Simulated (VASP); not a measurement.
# P in VASP: settings compared

Aim: see how the results for P move with the level of theory and the settings. Levels: PBE, LDA. Tasks: relaxation of cell and atoms.

Everything below comes from runs of VASP 6.6.1. Logs are shortened: lines on timing, memory, paths and dates and some standing lists are left out, and cuts for length are marked.

## Step 1: Starting point

The cell holds a slab with vacuum, 4 atoms: a = 3.299 Å, b = 4.621 Å, c = 20.131 Å, α = 90.00°, β = 90.00°, γ = 90.00°.

The slab is cut from a database's or a generator's crystal, which needn't be the stable form of the element.

## Step 2: Relaxation of cell and atoms, PBE

INCAR reads:

```
SYSTEM = P
PREC = Accurate
ENCUT = 600
EDIFF = 1E-7
ISMEAR = 0
SIGMA = 0.03
LREAL = .FALSE.
LASPH = .TRUE.
NELM = 80
ALGO = Normal
ISIF = 3
LWAVE = .FALSE.
LCHARG = .FALSE.
GGA = PE
IBRION = 2
NSW = 90
EDIFFG = -0.005
LATTICE_CONSTRAINTS = .TRUE. .TRUE. .FALSE.
```

KPOINTS reads:

```
Automatic mesh
0
G
  10 8 1
  0 0 0
```

POSCAR reads:

```
P                                       
1.0
    3.2994402946      0.0000000000      0.0000000000
    0.0000000000      4.6214961424      0.0000000000
    0.0000000000      0.0000000000     20.1307681600
  P             
     4
Direct
     0.0000000000000000    0.5891081531337644    0.4477849217204860
     0.5000000000000000    0.9108918468662356    0.4477849217204860
     0.5000000000000000    0.0891081531337644    0.5522150782795143
     0.0000000000000000    0.4108918468662356    0.5522150782795143
```

Potentials or basis: VASP PAW PBE potentials, release 64 (P).

Started as:

```sh
$ cat potpaw_PBE.64/P/POTCAR > POTCAR
$ mpirun -np 1 vasp_std > vasp.out
```

OUTCAR:

```text
SYSTEM = P
   PREC = Accurate
   ENCUT = 600
   EDIFF = 1E-7
   ISMEAR = 0
   LREAL = .FALSE.
   LASPH = .TRUE.
   NELM = 80
   ISIF = 3
   GGA = PE
   IBRION = 2
   NSW = 90
   EDIFFG = -0.005

 ion  position               nearest neighbor table
   1  0.000  0.589  0.448-   2 2.22   2 2.22   4 2.26
   2  0.500  0.911  0.448-   1 2.22   1 2.22   3 2.26
   3  0.500  0.089  0.552-   4 2.22   4 2.22   2 2.26
   4  0.000  0.411  0.552-   3 2.22   3 2.22   1 2.26

  LATTYP: Found a simple orthorhombic cell.
 ALAT       =     3.2994402946
 B/A-ratio  =     1.4006909445
 C/A-ratio  =     6.1012675977

  Lattice vectors:

 A1 = (   3.2994402946,   0.0000000000,   0.0000000000)
 A2 = (   0.0000000000,   4.6214961424,   0.0000000000)
 A3 = (   0.0000000000,   0.0000000000,  20.1307681600)

Analysis of symmetry for initial positions (statically):
=====================================================================
 Subroutine PRICEL returns:
 Original cell was already a primitive cell.

 Routine SETGRP: Setting up the symmetry group for a
 simple orthorhombic supercell.

 Subroutine GETGRP returns: Found  8 space group operations
 (whereof  4 operations were pure point group operations)
 out of a pool of  8 trial point group operations.

The static configuration has the point symmetry C_2h.
 The point group associated with its full space group is D_2h.

Analysis of symmetry for dynamics (positions and initial velocities):
=====================================================================
 Subroutine PRICEL returns:
 Original cell was already a primitive cell.

 Routine SETGRP: Setting up the symmetry group for a
 simple orthorhombic supercell.

 Subroutine GETGRP returns: Found  8 space group operations
 (whereof  4 operations were pure point group operations)
 out of a pool of  8 trial point group operations.

The dynamic configuration has the point symmetry C_2h.
 The point group associated with its full space group is D_2h.

 Subroutine INISYM returns: Found  8 space group operations
 (whereof  4 operations are pure point group operations),
 and found     1 'primitive' translations

----------------------------------------------------------------------------------------

                                     Primitive cell

  volume of cell :     306.9610

  direct lattice vectors                    reciprocal lattice vectors
     3.299440295  0.000000000  0.000000000     0.303081708  0.000000000  0.000000000
     0.000000000  4.621496142  0.000000000     0.000000000  0.216380144  0.000000000
     0.000000000  0.000000000 20.130768160     0.000000000  0.000000000  0.049675203

  length of vectors
     3.299440295  4.621496142 20.130768160     0.303081708  0.216380144  0.049675203

  position of ions in fractional coordinates (direct lattice)
     0.000000000  0.589108153  0.447784922
     0.500000000  0.910891847  0.447784922
     0.500000000  0.089108153  0.552215078
     0.000000000  0.410891847  0.552215078

  ion indices of the primitive-cell ions
   primitive index   ion index
                 1           1
                 2           2
                 3           3
                 4           4

----------------------------------------------------------------------------------------

 KPOINTS: Automatic mesh

Automatic generation of k-mesh.
 Grid dimensions read from file:
 generate k-points for:   10    8    1

 Generating k-lattice:

  Cartesian coordinates                     Fractional coordinates (reciprocal lattice)
     0.030308171  0.000000000  0.000000000     0.100000000  0.000000000  0.000000000
     0.000000000  0.027047518  0.000000000     0.000000000  0.125000000  0.000000000
     0.000000000  0.000000000  0.049675203     0.000000000  0.000000000  1.000000000

  Length of vectors
     0.030308171  0.027047518  0.049675203

  Shift w.r.t. Gamma in fractional coordinates (k-lattice)
     0.000000000  0.000000000  0.000000000

 Subroutine IBZKPT returns following result:
 ===========================================

 Found     30 irreducible k-points:

 Following reciprocal coordinates:
            Coordinates               Weight
  0.000000  0.000000  0.000000      1.000000
  0.100000  0.000000  0.000000      2.000000
  0.200000  0.000000  0.000000      2.000000
  0.300000  0.000000  0.000000      2.000000
  0.400000  0.000000  0.000000      2.000000
  0.500000  0.000000  0.000000      1.000000
[... 16 lines left out ...]
  0.400000  0.375000  0.000000      4.000000
  0.500000  0.375000  0.000000      2.000000
 [... further k-points ...]
   k-points           NKPTS =     30   k-points in BZ     NKDIM =     30   number of bands    NBANDS=     14
   number of dos      NEDOS =    301   number of ions     NIONS =      4
   total plane-waves  NPLWV = 181440
   dimension x,y,z NGX =    28 NGY =   40 NGZ =  162
   dimension x,y,z NGXF=    56 NGYF=   80 NGZF=  324
   ions per type =               4
   NGX,Y,Z   is equivalent  to a cutoff of  14.11, 14.39, 13.38 a.u.
   NGXF,Y,Z  is equivalent  to a cutoff of  28.22, 28.78, 26.76 a.u.
 SYSTEM =  P
   PREC   = accura    normal or accurate (medium, high low for compatibility)
   ISTART =      0    job   : 0-new  1-cont  2-samecut
   ICHARG =      2    charge: 1-file 2-atom 10-const
   ISPIN  =      1    spin polarized calculation?
   LNONCOLLINEAR =      F non collinear calculations
   LSORBIT =      F    spin-orbit coupling
   LASPH  =      T    aspherical Exc in radial PAW
   ENCUT  =  600.0 eV  44.10 Ry    6.64 a.u.   6.59  9.23 40.21*2*pi/ulx,y,z
   NELM   =     80;   NELMIN=  2; NELMDL= -5     # of ELM steps
   EDIFF  = 0.1E-06   stopping-criterion for ELM
   LREAL  =      F    real-space projection
   EDIFFG = -.5E-02   stopping-criterion for IOM
   NSW    =     90    number of steps for IOM
   IBRION =      2    ionic relax: 0-MD 1-quasi-New 2-CG
   NFREE  =      1    steps in history (QN), initial steepest desc. (CG)
   ISIF   =      3    stress and relaxation
   ISYM   =      2    0-nonsym 1-usesym 2-fastsym
   POTIM  = 0.5000    time-step for ionic-motion
   TEBEG  =    0.0;   TEEND  =   0.0 temperature during run
   PSTRESS=    0.0 pullay stress
   NELECT =      20.0000    total number of electrons
   NUPDOWN=      -1.0000    fix difference up-down
   EMIN   =  10.00;   EMAX   =-10.00  energy-range for DOS
   EFERMI =   0.00;   METHOD = LEGACY
   ISMEAR =     0;   SIGMA  =   0.03  broadening in eV -4-tet -1-fermi 0-gaus
   EFERMI_NEDOS =   21; number of points for ismear=-14 and -15
   IALGO  =     38    algorithm
   IMIX   =      4    mixing-type and parameters
     AMIX     =   0.40;   BMIX     =  1.00
     AMIX_MAG =   1.60;   BMIX_MAG =  1.00
  volume/ion in A,a.u.               =      76.74       517.87
  Fermi-wavevector in a.u.,A,eV,Ry     =   0.658755  1.244866  5.904355  0.433958
  Thomas-Fermi vector in A             =   1.730676
   LORBIT       =      0    0 simple, 1 ext, 2 COOP (PROOUT), +10 PAW based schemes
   GGA     = PE    functional components
   LHFCALC =     F    Hartree Fock is set to
   AEXX    =    0.0000 exact exchange contribution
   IVDW    =     0    specifies the selected vdW correction
   LEPSILON=     F    determine dielectric tensor
   LRPA    =     F    only Hartree local field effects (RPA)
 conjugate gradient relaxation of ions
 non-spin polarized calculation
 Gauss-broadening in eV      SIGMA  =   0.03
  energy-cutoff  :      600.00
  volume of cell :      306.96
 maximum number of plane-waves:     10293
 NGX is ok and might be reduce to    28
   NGX = 13   NGY = 19   NGZ = 81

 number of electron      19.9999998 magnetization

 Free energy of the ion-electron system (eV)
  ---------------------------------------------------
  ext. energy  EPLUGINS =         0.00000000
  ---------------------------------------------------
  free energy    TOTEN  =       -21.47191494 eV

  energy without entropy =      -21.47191494  energy(sigma->0) =      -21.47191494

 E-fermi :  -2.1301     XC(G=0):  -3.0197

 val. band max:       -2.2978086522   @ k =   0.0000   0.0000   0.0000
 cond. band min:      -1.3765737018   @ k =   0.0000   0.0000   0.0000
 fundamental gap:      0.9212349504
 Fermi energy:        -2.1301377658

 k-point     1 :       0.0000    0.0000    0.0000
  band No.  band energies     occupation
      1     -17.2373      2.00000
      2     -14.7730      2.00000
      3     -11.4604      2.00000
      4      -7.9464      2.00000
      5      -6.9961      2.00000
      6      -6.7838      2.00000
      7      -5.6052      2.00000
      8      -4.0235      2.00000
      9      -3.9402      2.00000
     10      -2.2978      2.00000
     11      -1.3766      0.00000
     12      -0.6399      0.00000
     13       0.3985      0.00000
     14       1.0233      0.00000

 k-point     2 :       0.1000    0.0000    0.0000
  band No.  band energies     occupation
      1     -17.1184      2.00000
      2     -14.6488      2.00000
      3     -11.5073      2.00000
      4      -7.8567      2.00000
      5      -7.1005      2.00000
      6      -6.6793      2.00000
      7      -6.2557      2.00000
      8      -4.6762      2.00000
      9      -3.8962      2.00000
     10      -2.3210      2.00000
     11      -1.2653      0.00000
     12       0.3359      0.00000
     13       0.3964      0.00000
     14       1.2967      0.00000
[... 343 lines left out ...]
      1     -14.8491      2.00000
      2     -14.1045      2.00000
      3     -12.0269      2.00000
      4     -11.1581      2.00000
      5      -7.9972      2.00000
      6      -7.3875      2.00000
      7      -6.3023      2.00000
      8      -5.6894      2.00000
      9      -3.8401      2.00000
     10      -3.3555      2.00000
     11      -0.2427      0.00000
     12       0.5526      0.00000
     13       0.7418      0.00000
     14       1.3553      0.00000

 k-point    24 :       0.5000    0.3750    0.0000
  band No.  band energies     occupation
      1     -14.1425      2.00000
      2     -14.1425      2.00000
      3     -12.0295      2.00000
      4     -12.0295      2.00000
      5      -7.3609      2.00000
      6      -7.3609      2.00000
      7      -6.5163      2.00000
      8      -6.5163      2.00000
      9      -3.4483      2.00000
     10      -3.4483      2.00000
     11       0.0287      0.00000
     12       0.0287      0.00000
     13       0.9928      0.00000
     14       0.9928      0.00000

 [... further k-points ...]
[... 5 lines left out ...]
  --------------------------------------------------------------------------------------
  -------------------------------------------------------------------------------------
  Total        0.0010687      0.0073905      0.0003439      0.0000000     -0.0000000      0.0000000
  in kB        0.0055780      0.0385747      0.0017947      0.0000000     -0.0000000      0.0000000
  external PRESSURE =       0.0153158 kB  Pullay stress =       0.0000000 kB

 VOLUME and BASIS-vectors are now :
 -----------------------------------------------------------------------------
  energy-cutoff  :      600.00
  volume of cell :      306.96
      direct lattice vectors                 reciprocal lattice vectors
     3.299440295  0.000000000  0.000000000     0.303081708  0.000000000  0.000000000
     0.000000000  4.621496142  0.000000000     0.000000000  0.216380144  0.000000000
     0.000000000  0.000000000 20.130768160     0.000000000  0.000000000  0.049675203

 POSITION                                       TOTAL-FORCE (eV/Angst)
 -----------------------------------------------------------------------------------
      0.00000      2.72256      9.01425         0.000000      0.002780     -0.001672
      1.64972      4.20968      9.01425         0.000000     -0.002780     -0.001672
      1.64972      0.41181     11.11651         0.000000      0.002780      0.001672
      0.00000      1.89894     11.11651         0.000000     -0.002780      0.001672
 -----------------------------------------------------------------------------------
    total drift:                               -0.000000      0.000000     -0.000000

  FREE ENERGIE OF THE ION-ELECTRON SYSTEM (eV)
  ---------------------------------------------------
  free  energy   TOTEN  =       -21.4719149412 eV

  energy  without entropy=      -21.4719149412  energy(sigma->0) =      -21.47191494

 reached required accuracy - stopping structural energy minimisation
```

Wall time 3.4 min (1 thread of AMD EPYC 7R13 (Zen 3), shared host); peak memory 0.44 GiB.

Results:

```
Free energy                  : -21.4719 eV
Largest force after relaxing : 0.003 eV/Å
Band gap on the k mesh       : 0.92 eV, direct
```

Forces on the atoms (eV/Å):
```
P    0.000  0.003 -0.002
P    0.000 -0.003 -0.002
P    0.000  0.003  0.002
P    0.000 -0.003  0.002
```

Final structure:
```
P
1.0
     3.29944    0.00000    0.00000
     0.00000    4.62150    0.00000
     0.00000    0.00000   20.13077
P
4
Cartesian
  0.0000 2.7226 9.0143
  1.6497 4.2097 9.0143
  1.6497 0.4118 11.1165
  0.0000 1.8989 11.1165
```

Caveat: the relaxation stopped at its first step, so nothing moved.

## Step 3: Relaxation of cell and atoms, LDA

This run uses another cell than the first one, of 73.09 Å³/atom, 0.952 times its volume.

INCAR reads:

```
SYSTEM = P
PREC = Accurate ; ENCUT = 600
EDIFF = 1E-6 ; ISMEAR = 0
SIGMA = 0.03 ; LREAL = .False.
LASPH = .True. ; NELM = 80
ALGO = Normal ; ISIF = 3
LWAVE = .False. ; LCHARG = .False.
IBRION = 2 ; NSW = 90
EDIFFG = -0.01 ; LATTICE_CONSTRAINTS = .TRUE. .TRUE. .FALSE.
```

KPOINTS reads:

```
Automatic mesh
0
Gamma
  10 8 1
  0 0 0
```

POSCAR reads:

```
P
1.0
    3.3164000000      0.0000000000      0.0000000000
    0.0000000000      4.3793000000      0.0000000000
    0.0000000000      0.0000000000     20.1307681600
P
4
Direct
    0.0000000000      0.5806800000      0.4470768300
    0.5000000000      0.9193200000      0.4470768300
    0.5000000000      0.0806800000      0.5529231700
    0.0000000000      0.4193200000      0.5529231700
```

Potentials or basis: VASP PAW LDA potentials, release 64 (P).

Started as:

```sh
$ cat potpaw_LDA.64/P/POTCAR > POTCAR
$ mpirun -np 1 vasp_std > vasp.out
```

Run time: 7.1 min. Hardware: 1 thread of Intel Xeon Platinum 8488C (Sapphire Rapids), shared host; peak memory 0.35 GiB.

Results (log left out):

* Free energy: -23.7620 eV
* Relaxed volume: 71.65 Å³/atom
* Relaxed cell: a = 3.270 Å, b = 4.354 Å, c = 20.131 Å, α = 90.00°, β = 90.00°, γ = 90.00°
* Space group after relaxing (to 0.05 Å): Pmna (No. 53)
* Energy gained by relaxing: 5.0 meV/atom
* Ionic steps: 6
* Largest force after relaxing: 0.008 eV/Å
* Band gap on the k mesh: 0.58 eV, direct

Forces on the atoms (eV/Å):
```
P    0.000  0.007  0.004
P    0.000 -0.007  0.004
P    0.000  0.007 -0.004
P    0.000 -0.007 -0.004
```

The path:
```tsv
step	energy change (eV)	largest force (eV/Å)	pressure (GPa)	volume (Å³)
1	0.0000	0.2472	-0.66	292.37
2	-0.0104	0.2498	0.39	282.90
3	-0.0183	0.1242	-0.05	286.58
4	-0.0198	0.0200	0.00	286.51
5	-0.0198	0.0165	0.00	286.51
6	-0.0199	0.0081	0.00	286.61
```

Final structure:
```
P
1.0
     3.27001    0.00000    0.00000
     0.00000    4.35395    0.00000
     0.00000    0.00000   20.13077
P
4
Direct
  0.00000 0.58094 0.44761
  0.50000 0.91906 0.44761
  0.50000 0.08094 0.55239
  0.00000 0.41906 0.55239
```

Levels at points of the mesh, in eV from the valence-band top:
```tsv
k point	band 8	band 9	band 10	band 11	band 12	band 13
(0.00, 0.00, 0.00)	-2.05	-1.83	0.00	0.58	1.43	2.70
(0.50, 0.00, 0.00)	-2.81	-2.12	-2.12	1.22	1.22	1.77
(0.00, 0.50, 0.00)	-2.65	-1.01	-1.01	2.07	2.07	3.40
(0.50, 0.50, 0.00)	-5.07	-1.40	-1.40	2.31	2.31	4.41
```

LDA usually gives volumes a few per cent too small. Zero-point motion and thermal expansion aren't in these numbers.

## Step 4: Relaxation of cell and atoms, LDA

This run uses another cell than the first one, of 71.65 Å³/atom, 0.934 times its volume.

INCAR reads:

```
SYSTEM = P
PREC = Accurate ; ENCUT = 600
EDIFF = 1E-7 ; ISMEAR = 0
SIGMA = 0.03 ; LREAL = .False.
LASPH = .True. ; NELM = 80
ALGO = Normal ; ISIF = 3
LWAVE = .False. ; LCHARG = .False.
IBRION = 2 ; NSW = 90
EDIFFG = -0.005 ; LATTICE_CONSTRAINTS = .TRUE. .TRUE. .FALSE.
```

KPOINTS is that of step 3.

POSCAR reads:

```
P                                       
1.0
    3.2700131911      0.0000000000      0.0000000000
    0.0000000000      4.3539536192      0.0000000000
    0.0000000000      0.0000000000     20.1307681600
  P             
     4
Direct
     0.0000000000000000    0.5809427292432874    0.4476142939417679
     0.5000000000000000    0.9190572707567126    0.4476142939417679
     0.5000000000000000    0.0809427292432873    0.5523857060582320
     1.0000000000000000    0.4190572707567127    0.5523857060582320
```

Started as:

```sh
$ cat potpaw_LDA.64/P/POTCAR > POTCAR
$ mpirun -np 1 vasp_std > vasp.out
```

Wall time 8.6 min (1 thread of Intel Xeon Platinum 8488C (Sapphire Rapids), shared host); peak memory 0.36 GiB.

It converged, with:

- Free energy: -23.7619 eV
- Relaxed volume: 71.80 Å³/atom
- Relaxed cell: a = 3.268 Å, b = 4.366 Å, c = 20.131 Å, α = 90.00°, β = 90.00°, γ = 90.00°
- Space group after relaxing (to 0.05 Å): Pmna (No. 53)
- Energy gained by relaxing: 0.0 meV/atom
- Ionic steps: 8
- Band gap on the k mesh: 0.59 eV, direct

Final structure:
```cif
data_structure
_symmetry_space_group_name_H-M 'P 1'
_symmetry_Int_Tables_number 1
_cell_length_a 3.2681
_cell_length_b 4.3658
_cell_length_c 20.1308
_cell_angle_alpha 90.000
_cell_angle_beta 90.000
_cell_angle_gamma 90.000
_cell_volume 287.22
loop_
_atom_site_label
_atom_site_type_symbol
_atom_site_fract_x
_atom_site_fract_y
_atom_site_fract_z
_atom_site_occupancy
P1 P 0.00000 0.58141 0.44766 1
P2 P 0.50000 0.91859 0.44766 1
P3 P 0.50000 0.08141 0.55234 1
P4 P 0.00000 0.41859 0.55234 1
```

Levels at points of the mesh, in eV from the valence-band top:
```
           k point  band 7  band 8  band 9  band 10  band 11  band 12  band 13  band 14
(0.00, 0.00, 0.00)   -3.59   -2.04   -1.82     0.00     0.59     1.44     2.71     3.52
(0.50, 0.00, 0.00)   -2.81   -2.81   -2.11    -2.11     1.21     1.21     1.79     1.79
(0.00, 0.50, 0.00)   -2.64   -2.64   -1.02    -1.02     2.08     2.08     3.43     3.43
(0.50, 0.50, 0.00)   -5.04   -5.04   -1.38    -1.38     2.31     2.31     4.38     4.38
```

Expect the measured gap to be larger: semilocal functionals such as LDA lack the derivative discontinuity.
